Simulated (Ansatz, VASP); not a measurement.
## Zn4H: VASP beside Ansatz

```
Zn H
1.0
     4.04078    0.00000    0.00000
     0.00000    4.04078    0.00000
     0.00000    0.00000    4.04078
Zn H
4 1
Direct
  0.26295 0.26295 0.26295
  0.73705 0.73705 0.26295
  0.73705 0.26295 0.73705
  0.26295 0.73705 0.73705
  0.00000 0.00000 0.00000
```

Change from the starting cell: ordered vacancies on the anion sites of cuprite (P-43m, No. 215).

Alike in both runs: functional PBE; k mesh 4 × 4 × 4; occupations gaussian, width 0.1 eV; no spin polarisation.

Ansatz relaxed the structure, and its values are those at the end. VASP's run is a single point on that final structure, the one shown.

```csv
,VASP,Ansatz
version,VASP 6.6.1,Ansatz 0.2.0
potentials or method,"VASP PAW PBE potentials, release 64 (Zn, H)","scalar-relativistic, plane waves, PAW"
plane-wave cutoff (eV),520,420
valence electrons in the cell,49,49
```

```csv
,VASP,Ansatz,Ansatz less VASP
gap on the k mesh at the Fermi level (eV),none,none,-
pressure (GPa),0.0,-0.2,-0.24
rms of the force components (eV/Å),0.032,0.029,-0.0024
```

A gap of «none» marks a metal or a gap that the smearing closes.

Caveats: the k mesh is coarse (spacing up to 0.39 Å⁻¹), so the values aren't converged.
